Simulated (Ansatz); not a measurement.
# TaN: the cost of one run

Program: Ansatz 0.2.0. Level of theory: DFT PBE, scalar-relativistic, plane waves, PAW. These are calculated values, not measurements.

3 further runs of the same task are left out: 3 set aside as unsound or not needed.

## Step 1: The starting structure

The structure is hexagonal, space group P6_3/mmc (No. 194). Conventional cell: a = 2.917 Å, b = 2.917 Å, c = 5.915 Å, α = 90.00°, β = 90.00°, γ = 120.00°. Around Ta (site symmetry -3m) lie 6 N at 2.24 Å. N (site symmetry -6m2) is surrounded by 6 Ta at 2.24 Å.

Structure file:

```xyz
4
Lattice="2.9171 0.0000 0.0000 -1.4586 2.5263 0.0000 0.0000 0.0000 5.9148" Properties=species:S:1:pos:R:3 pbc="T T T"
Ta    0.0000    0.0000    0.0000
Ta    0.0000    0.0000    2.9574
N     0.0000    1.6842    1.4787
N     1.4586    0.8421    4.4361
```

It is the result of an earlier relaxation at this level (volume 10.90 Å³/atom; gap on the mesh: none (metal)).

## Step 2: Reference: the perfect crystal in the supercell

File input.yaml:

```yaml
crystal:
  lattice:
    - [2.9171012917, -5.052567648, 0.0]
    - [-5.8342025834, 0.0, 0.0]
    - [0.0, 0.0, -5.9148455123]
  atoms:
    - { symbol: Ta, position: [0.0, 0.5, 0.0] }
    - { symbol: Ta, position: [0.5, 0.5, 0.0] }
    - { symbol: Ta, position: [0.0, 1.0, 0.0] }
    - { symbol: Ta, position: [0.5, 1.0, 0.0] }
    - { symbol: Ta, position: [0.0, 0.5, 0.5] }
    - { symbol: Ta, position: [0.5, 0.5, 0.5] }
    - { symbol: Ta, position: [0.0, 1.0, 0.5] }
    - { symbol: Ta, position: [0.5, 1.0, 0.5] }
    - { symbol: "N", position: [0.1666666667, 0.3333333333, 0.75] }
    - { symbol: "N", position: [0.6666666667, 0.3333333333, 0.75] }
    - { symbol: "N", position: [0.1666666667, 0.8333333333, 0.75] }
    - { symbol: "N", position: [0.6666666667, 0.8333333333, 0.75] }
    - { symbol: "N", position: [0.3333333333, 0.1666666667, 0.25] }
    - { symbol: "N", position: [0.8333333333, 0.1666666667, 0.25] }
    - { symbol: "N", position: [0.3333333333, 0.6666666667, 0.25] }
    - { symbol: "N", position: [0.8333333333, 0.6666666667, 0.25] }
basis:
  ecutwfc: 420
  xc_grid: 2
kpoints:
  mp_grid: { grid: [1, 1, 1], shift: [0.0, 0.0, 0.0] }
hamiltonian:
  xc: pbe
scf:
  occupations: { method: gaussian, width: 0.1 }
output:
  forces: true
  stress: true
  eigenvalues: true
```

Command:

```
ansatz run input.yaml --threads 4 --pin off --max-ram 10240MiB --backend cpu --events-out ev --progress --plain --runs-dir out
```

What time and memory should one allow on 4 threads of AMD EPYC (Zen 3), shared host?

About 4.5 s, with a peak of 0.37 GiB.
